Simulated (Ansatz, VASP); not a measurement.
Mg4H: VASP beside Ansatz

```
CELL_PARAMETERS angstrom
3.18370 0.00000 0.00000
-1.59185 2.75717 0.00000
0.00000 0.00000 26.70819
ATOMIC_POSITIONS crystal
Mg 0.66667 0.33333 0.31825
Mg 0.33333 0.66667 0.41461
Mg 0.66667 0.33333 0.50903
Mg 0.33333 0.66667 0.60653
H 0.33333 0.66667 0.67121
```

Alike in both runs: functional PBEsol; k mesh 9 × 9 × 1; occupations gaussian, width 0.1 eV; no spin polarisation.

Ansatz relaxed the structure, and its values are those at the end. VASP's run is a single point on that final structure, the one shown.

|  | VASP | Ansatz |
| --- | --- | --- |
| version | VASP 6.6.1 | Ansatz 0.2.0 |
| potentials or method | VASP PAW PBE potentials, release 64 (Mg, H) | scalar-relativistic, plane waves, PAW |
| plane-wave cutoff (eV) | 520 | 420 |
| valence electrons in the cell | 9 | 41 |

```tsv
	VASP	Ansatz	Ansatz less VASP
gap on the k mesh at the Fermi level (eV)	none	none	-
rms of the force components (eV/Å)	0.033	0.031	-0.0023
```

A gap of «none» marks a metal or a gap that the smearing closes. With one functional, cell and mesh, what is left measures potentials, basis and numerics. The two sets of potentials don't hold the same shells in valence.

Caveats: the PAW data sets were made with another functional, which shifts forces and pressure a little (VASP).
